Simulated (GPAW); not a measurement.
Crystal: ZnO (zincite).

```xyz
4
Lattice="3.2493 0.0000 0.0000 -1.6247 2.8140 0.0000 0.0000 0.0000 5.2057" Properties=species:S:1:pos:R:3 pbc="T T T"
Zn    1.6247    0.9380    0.0000
Zn    0.0000    1.8760    2.6029
O     0.0000    1.8760    4.5759
O     1.6247    0.9380    1.9730
```

Base run:

| Property | Result |
| --- | --- |
| Program | GPAW 26.7.0 |
| Functional | TPSS |
| Potentials or basis | GPAW PAW data sets (gpaw-data 1.2.1) |
| Cutoff | 800 eV |
| Basis | pw |
| k mesh | 6 × 6 × 3 |
| Occupations | fermi-dirac, width 0.05 eV |
| Spin | no spin polarisation |

Its results: band gap on the k mesh 0.70 eV, direct; pressure 3.9 GPa; largest force 0.085 eV/Å.

Task: After a change of settings the same cell gave: band gap on the k mesh 0.79 eV, direct; pressure 5.1 GPa; largest force 0.073 eV/Å. Which change was it?
A. functional from TPSS to PBE; potentials or basis from GPAW PAW data sets (gpaw-data 1.2.1) to PAW data sets generated in the run's folder for this functional
B. functional from TPSS to LDA; potentials or basis from GPAW PAW data sets (gpaw-data 1.2.1) to the program's PAW data sets (release 1.2.1) made for this functional
C. functional from TPSS to r2SCAN; band points from 60 to 80

Result: A.

Caveats: the PAW data sets were made with another functional, which shifts forces and pressure a little (some runs).
